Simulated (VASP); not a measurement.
# TlBr (Pm-3m) in VASP: settings compared

Aim: see how the results for TlBr move with the level of theory and the settings. Levels: PBE, r2SCAN. Tasks: single point.

Program: VASP 6.6.1. These are calculated values, not measurements. Logs are shortened: lines on timing, memory, paths and dates and some standing lists are left out, and cuts for length are marked.

### 1 The crystal as given

The structure is cubic, space group Pm-3m (No. 221). Conventional cell: a = 3.983 Å, b = 3.983 Å, c = 3.983 Å, α = 90.00°, β = 90.00°, γ = 90.00°. Tl (site symmetry m-3m) has 8 Br at 3.45 Å as nearest neighbours. Br (site symmetry m-3m) has 8 Tl at 3.45 Å as nearest neighbours.

The cell comes from a database or a generator and needn't be the stable form of this composition.

### 2 Single point, PBE

INCAR reads:

```
SYSTEM = TlBr
PREC = Accurate ; ENCUT = 520
EDIFF = 1E-6 ; ISMEAR = 0
SIGMA = 0.05 ; LREAL = .False.
LASPH = .True. ; NELM = 80
ALGO = Normal ; ISIF = 2
LWAVE = .False. ; LCHARG = .False.
GGA = PE ; NBANDS = 17
```

KPOINTS reads:

```
Automatic mesh
0
Gamma
  6 6 6
  0 0 0
```

POSCAR reads:

```
TlBr
1.0
    3.9831895563      0.0000000000      0.0000000000
    0.0000000000      3.9831895563      0.0000000000
    0.0000000000      0.0000000000      3.9831895563
Tl Br
1 1
Direct
    0.0000000000      0.0000000000      0.0000000000
    0.5000000000      0.5000000000      0.5000000000
```

Potentials or basis: VASP PAW PBE potentials, release 64 (Tl_d, Br).

The run is started by

```sh
$ cat potpaw_PBE.64/Tl_d/POTCAR potpaw_PBE.64/Br/POTCAR > POTCAR
$ mpirun -np 1 vasp_std > vasp.out
```

OUTCAR:

```text
SYSTEM = TlBr
   PREC = Accurate
   ENCUT = 520
   EDIFF = 1E-6
   ISMEAR = 0
   LREAL = .False.
   LASPH = .True.
   NELM = 80
   ISIF = 2
   GGA = PE

 ion  position               nearest neighbor table
   1  0.000  0.000  0.000-   2 3.45   2 3.45   2 3.45   2 3.45   2 3.45   2 3.45   2 3.45   2 3.45

   2  0.500  0.500  0.500-   1 3.45   1 3.45   1 3.45   1 3.45   1 3.45   1 3.45   1 3.45   1 3.45

  LATTYP: Found a simple cubic cell.
 ALAT       =     3.9831895563

  Lattice vectors:

 A1 = (   3.9831895563,   0.0000000000,   0.0000000000)
 A2 = (   0.0000000000,   3.9831895563,   0.0000000000)
 A3 = (   0.0000000000,   0.0000000000,   3.9831895563)

Analysis of symmetry for initial positions (statically):
=====================================================================
 Subroutine PRICEL returns:
 Original cell was already a primitive cell.

 Routine SETGRP: Setting up the symmetry group for a
 simple cubic supercell.

 Subroutine GETGRP returns: Found 48 space group operations
 (whereof 48 operations were pure point group operations)
 out of a pool of 48 trial point group operations.

The static configuration has the point symmetry O_h .

Analysis of symmetry for dynamics (positions and initial velocities):
=====================================================================
 Subroutine PRICEL returns:
 Original cell was already a primitive cell.

 Routine SETGRP: Setting up the symmetry group for a
 simple cubic supercell.

 Subroutine GETGRP returns: Found 48 space group operations
 (whereof 48 operations were pure point group operations)
 out of a pool of 48 trial point group operations.

The dynamic configuration has the point symmetry O_h .

 Subroutine INISYM returns: Found 48 space group operations
 (whereof 48 operations are pure point group operations),
 and found     1 'primitive' translations

----------------------------------------------------------------------------------------

                                     Primitive cell

  volume of cell :      63.1965

  direct lattice vectors                    reciprocal lattice vectors
     3.983189556  0.000000000  0.000000000     0.251055087  0.000000000  0.000000000
     0.000000000  3.983189556  0.000000000     0.000000000  0.251055087  0.000000000
     0.000000000  0.000000000  3.983189556     0.000000000  0.000000000  0.251055087

  length of vectors
     3.983189556  3.983189556  3.983189556     0.251055087  0.251055087  0.251055087

  position of ions in fractional coordinates (direct lattice)
[... 74 lines left out ...]
   EDIFF  = 0.1E-05   stopping-criterion for ELM
   LREAL  =      F    real-space projection
   EDIFFG = 0.1E-04   stopping-criterion for IOM
   NSW    =      0    number of steps for IOM
   IBRION =     -1    ionic relax: 0-MD 1-quasi-New 2-CG
   NFREE  =      0    steps in history (QN), initial steepest desc. (CG)
   ISIF   =      2    stress and relaxation
   ISYM   =      2    0-nonsym 1-usesym 2-fastsym
   POTIM  = 0.5000    time-step for ionic-motion
   TEBEG  =    0.0;   TEEND  =   0.0 temperature during run
   PSTRESS=    0.0 pullay stress
   NELECT =      20.0000    total number of electrons
   NUPDOWN=      -1.0000    fix difference up-down
   EMIN   =  10.00;   EMAX   =-10.00  energy-range for DOS
   EFERMI =   0.00;   METHOD = LEGACY
   ISMEAR =     0;   SIGMA  =   0.05  broadening in eV -4-tet -1-fermi 0-gaus
   EFERMI_NEDOS =   21; number of points for ismear=-14 and -15
   IALGO  =     38    algorithm
   IMIX   =      4    mixing-type and parameters
     AMIX     =   0.40;   BMIX     =  1.00
     AMIX_MAG =   1.60;   BMIX_MAG =  1.00
  volume/ion in A,a.u.               =      31.60       213.24
  Fermi-wavevector in a.u.,A,eV,Ry     =   1.115631  2.108237 16.934250  1.244632
  Thomas-Fermi vector in A             =   2.252237
   LORBIT       =      0    0 simple, 1 ext, 2 COOP (PROOUT), +10 PAW based schemes
   GGA     = PE    functional components
   LHFCALC =     F    Hartree Fock is set to
   AEXX    =    0.0000 exact exchange contribution
   IVDW    =     0    specifies the selected vdW correction
   LEPSILON=     F    determine dielectric tensor
   LRPA    =     F    only Hartree local field effects (RPA)
 non-spin polarized calculation
 Gauss-broadening in eV      SIGMA  =   0.05
  energy-cutoff  :      520.00
  volume of cell :       63.20
 maximum number of plane-waves:      1743
 NGX is ok and might be reduce to    30
   NGX = 15   NGY = 15   NGZ = 15

 number of electron      20.0000005 magnetization

 Free energy of the ion-electron system (eV)
  ---------------------------------------------------
  ext. energy  EPLUGINS =         0.00000000
  ---------------------------------------------------
  free energy    TOTEN  =        -5.53327941 eV

  energy without entropy =       -5.53327941  energy(sigma->0) =       -5.53327941

 E-fermi :   2.5898     XC(G=0):  -8.9579

 val. band max:        2.3563189590   @ k =   0.5000   0.0000   0.0000
 cond. band min:       4.2241140174   @ k =   0.5000   0.0000   0.0000
 fundamental gap:      1.8677950584
 Fermi energy:         2.5898025391

 k-point     1 :       0.0000    0.0000    0.0000
  band No.  band energies     occupation
      1     -11.3633      2.00000
      2      -7.7435      2.00000
      3      -7.7435      2.00000
      4      -7.5681      2.00000
      5      -7.5681      2.00000
      6      -7.5681      2.00000
[... 377 lines left out ...]
      4      -7.7015      2.00000
      5      -7.5141      2.00000
      6      -7.5141      2.00000
[... 9 lines left out ...]
     16      15.1668      0.00000
     17      18.5762      0.00000

------------------------ aborting loop because EDIFF is reached ----------------------------------------

  FORCE on cell =-STRESS in cart. coord.  units (eV):
  Direction    XX          YY          ZZ          XY          YZ          ZX
  --------------------------------------------------------------------------------------
  -------------------------------------------------------------------------------------
  Total        0.4500015      0.4500015      0.4500015      0.0000000     -0.0000000      0.0000000
  in kB       11.4085801     11.4085801     11.4085801      0.0000000     -0.0000000      0.0000000
  external PRESSURE =      11.4085801 kB  Pullay stress =       0.0000000 kB

 VOLUME and BASIS-vectors are now :
 -----------------------------------------------------------------------------
  energy-cutoff  :      520.00
  volume of cell :       63.20
      direct lattice vectors                 reciprocal lattice vectors
     3.983189556  0.000000000  0.000000000     0.251055087  0.000000000  0.000000000
     0.000000000  3.983189556  0.000000000     0.000000000  0.251055087  0.000000000
     0.000000000  0.000000000  3.983189556     0.000000000  0.000000000  0.251055087

 POSITION                                       TOTAL-FORCE (eV/Angst)
 -----------------------------------------------------------------------------------
      0.00000      0.00000      0.00000         0.000000      0.000000      0.000000
      1.99159      1.99159      1.99159         0.000000      0.000000      0.000000
 -----------------------------------------------------------------------------------
    total drift:                                0.000000     -0.000000     -0.000000

  FREE ENERGIE OF THE ION-ELECTRON SYSTEM (eV)
  ---------------------------------------------------
  free  energy   TOTEN  =        -5.5332794050 eV

  energy  without entropy=       -5.5332794050  energy(sigma->0) =       -5.53327941
```

Run time: 11 s. Hardware: 1 thread of Intel Xeon 6975P-C (Granite Rapids), shared host; peak memory 0.18 GiB.

What came out:

```yaml
Free_energy: -5.5333 eV
Pressure: 1.1 GPa
Band_gap_on_the_k_mesh: 1.87 eV, direct
```

Caveat: spin-orbit coupling is left out, which as a rule narrows the gap of such compounds by several tenths of an eV.

### 3 Single point, r2SCAN

This run uses another cell than the first one, of 33.19 Å³/atom, 1.050 times its volume.

INCAR reads:

```
PREC = Accurate ; ENCUT = 520
EDIFF = 1E-6 ; ISMEAR = 0
SIGMA = 0.05 ; LREAL = False
LASPH = True ; NELM = 60
ALGO = Normal ; ISIF = 2
LWAVE = False ; LCHARG = True
METAGGA = R2SCAN ; LMIXTAU = True
LELF = True ; LVHAR = True
NBANDS = 17
```

KPOINTS reads:

```
regular mesh
0
Gamma
  6 6 6
```

POSCAR reads:

```
TlBr
1.0
    4.0489391871      0.0000000000      0.0000000000
    0.0000000000      4.0489391871      0.0000000000
    0.0000000000      0.0000000000      4.0489391871
Tl Br
1 1
Direct
    0.0000000000      0.0000000000      0.0000000000
    0.5000000000      0.5000000000      0.5000000000
```

Potentials or basis: VASP PAW PBE potentials, release 64 (Tl_d, Br).

The run is started by

```sh
$ cat potpaw_PBE.64/Tl_d/POTCAR potpaw_PBE.64/Br/POTCAR > POTCAR
$ mpirun -np 1 vasp_std > vasp.out
```

Wall time 50 s (1 thread of Intel Xeon 6975P-C (Granite Rapids), shared host); peak memory 0.18 GiB.

Results (log left out):

* Free energy: -68.3742 eV
* Pressure: -0.9 GPa
* Band gap on the k mesh: 2.43 eV, direct

Levels at points of the mesh, in eV from the valence-band top:
| k point | band 7 | band 8 | band 9 | band 10 | band 11 | band 12 | band 13 | band 14 |
| --- | --- | --- | --- | --- | --- | --- | --- | --- |
| (0.00, 0.00, 0.00) | -4.47 | -1.13 | -1.13 | -1.13 | 7.56 | 7.56 | 7.56 | 7.69 |
| (0.50, 0.00, 0.00) | -5.27 | -0.69 | -0.69 | 0.00 | 2.43 | 6.25 | 6.25 | 8.77 |
| (0.50, 0.50, 0.00) | -3.63 | -2.62 | -2.62 | -0.60 | 5.22 | 5.22 | 7.73 | 8.38 |
| (0.50, 0.50, 0.50) | -2.75 | -1.74 | -1.74 | -1.74 | 2.72 | 2.72 | 2.72 | 13.42 |

Caveat: the PAW data sets were made with another functional, which shifts forces and pressure a little; spin-orbit coupling is left out, which as a rule narrows the gap of such compounds by several tenths of an eV.
